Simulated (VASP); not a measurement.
Write the native input for VASP 6.6.1 that does the following.

```
Task                   : relaxation of cell and atoms
Functional             : r2SCAN
Potentials or basis    : VASP PAW PBE potentials, release 64 (C)
Cutoff                 : 600 eV
k mesh                 : 13 × 13 × 13
Occupations            : fermi-dirac, width 0.05 eV
Spin                   : no spin polarisation
Further INCAR settings : ALGO = Normal; EDIFF = 1e-07; IBRION = 2; EDIFFG = -0.01; NSW = 40; ISIF = 3
```

The structure of C lies in POSCAR:

```
C
1.0
    0.0000000000      1.7833700000      1.7833700000
    1.7833700000      0.0000000000      1.7833700000
    1.7833700000      1.7833700000      0.0000000000
C
2
Direct
    0.7500000000      0.7500000000      0.7500000000
    0.5000000000      0.5000000000      0.5000000000
```

This isn't the form of C at room conditions, which is graphite.

These files were run (other wordings do the same):

INCAR

```
SYSTEM = C
PREC = Accurate
ENCUT = 600
EDIFF = 1E-7
ISMEAR = -1
SIGMA = 0.05
LREAL = .False.
LASPH = .True.
NELM = 100
ALGO = Normal
ISIF = 3
LWAVE = .False.
LCHARG = .False.
METAGGA = R2SCAN
LMIXTAU = .True.
IBRION = 2
NSW = 40
EDIFFG = -0.01
```

KPOINTS

```
Automatic mesh
0
Gamma
  13 13 13
  0 0 0
```

Potentials or basis: VASP PAW PBE potentials, release 64 (C).

Run with:

```bash
$ cat potpaw_PBE.64/C/POTCAR > POTCAR
$ mpirun -np 1 vasp_std > vasp.out
```

Results of the run:

```yaml
Relaxed_volume: 5.65 Å³/atom
Relaxed_cell: a = 2.518 Å, b = 2.518 Å, c = 2.518 Å, α = 60.00°, β = 60.00°, γ = 60.00°
Space_group_after_relaxing_to_0.05_Å: Fd-3m (No. 227)
Energy_gained_by_relaxing: 0.2 meV/atom
Ionic_steps: 3
Pressure_after_relaxing: 0.0 GPa
Band_gap_on_the_k_mesh: 4.35 eV, indirect (least direct gap 5.85 eV)
```

Caveat: the PAW data sets were made with another functional, which shifts forces and pressure a little; an odd mesh through Γ misses points on the zone boundary, where band edges often lie.

Wall time 120 s on 1 thread of Intel(R) Xeon(R) Platinum 8488C (Sapphire Rapids), on a shared host, peak memory 0.12 GiB.
